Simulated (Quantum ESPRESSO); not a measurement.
Write the native input for Quantum ESPRESSO 7.5 that does the following.

```yaml
Task: single point
Functional: PBEsol
Potentials_or_basis: PseudoDojo 0.4 SR PBEsol stringent
Cutoff: 1415 eV
Density_cutoff: 5660 eV
k_mesh: 3 × 3 × 3
Occupations: gaussian, width 0.05 eV
Spin: collinear spin, ferromagnetic start
Starting_moments: "[2.0, 0.0] μB"
Hubbard_terms: Ni d U = 4 eV
Hubbard_projectors: atomic
Double: 2
Magnetic_state_asked_for: free
Moments_locked: none
Start_of_the_occupations: crystal_field
Formal_shell_electrons: 1 d8
Mixing_beta: 0.3
Iterations_with_occupations_held: 8
Nosym: yes
SCF_threshold: 5e-07 Ry
Most_SCF_iterations: 100
Mixing_ndim: 12
```

The system is NiO.

```
Ni O
1.0
     2.50462    0.00000    0.00000
     0.00000    2.50462    0.00000
     0.00000    0.00000    2.50462
Ni O
1 1
Direct
  0.00000 0.00000 0.00000
  0.50000 0.50000 0.50000
```

Measurements of this composition are mostly on another form, of space group No. 225.

One way to write it, as run:

pw.in

```
&CONTROL
  calculation = 'scf'
  prefix = 'pwscf'
  outdir = './tmp'
  pseudo_dir = './pseudo'
  tprnfor = .true.
  disk_io = 'nowf'
/
&SYSTEM
  ibrav = 0
  nat = 2
  ntyp = 2
  ecutwfc = 104
  nbnd = 22
  occupations = 'smearing'
  smearing = 'gaussian'
  degauss = 0.00367493
  nspin = 2
  starting_magnetization(1) = 0.1111
  starting_magnetization(2) = 0
  nosym = .true.
  starting_ns_eigenvalue(1,1,1) = 1
  starting_ns_eigenvalue(2,1,1) = 1
  starting_ns_eigenvalue(3,1,1) = 1
  starting_ns_eigenvalue(4,1,1) = 1
  starting_ns_eigenvalue(5,1,1) = 1
  starting_ns_eigenvalue(1,2,1) = 0
  starting_ns_eigenvalue(2,2,1) = 0
  starting_ns_eigenvalue(3,2,1) = 1
  starting_ns_eigenvalue(4,2,1) = 1
  starting_ns_eigenvalue(5,2,1) = 1
/
&ELECTRONS
  conv_thr = 5d-07
  electron_maxstep = 100
  mixing_beta = 0.3
  mixing_ndim = 12
  mixing_fixed_ns = 8
/
ATOMIC_SPECIES
Ni    58.6934 Ni.upf
O     15.9990 O.upf
CELL_PARAMETERS angstrom
   2.5046153800    0.0000000000    0.0000000000
   0.0000000000    2.5046153800    0.0000000000
   0.0000000000    0.0000000000    2.5046153800
ATOMIC_POSITIONS crystal
Ni     0.0000000000    0.0000000000    0.0000000000
O      0.5000000000    0.5000000000    0.5000000000
K_POINTS automatic
3 3 3 0 0 0
HUBBARD {atomic}
U Ni-3d 4.0
```

Potentials or basis: PseudoDojo 0.4 SR PBEsol stringent.

The run is started by

```sh
$ OMP_NUM_THREADS=1 pw.x -in pw.in > pw.out
```

Results of the run:

The net moment is 2.00 μB per cell. The absolute moment is 2.05 μB per cell and the site moments are Ni +1.44; O +0.55 μB. The valence electrons inside the program's atomic spheres are Ni 15.92; O 5.83.

Caveat: the k mesh is coarse (spacing up to 0.84 Å⁻¹), so the values aren't converged; a cell with one magnetic atom can't hold antiferromagnetic order, which such compounds often take.

Wall time 45 s on 1 thread of Arm Neoverse V1, on a shared host, peak memory 0.08 GiB.
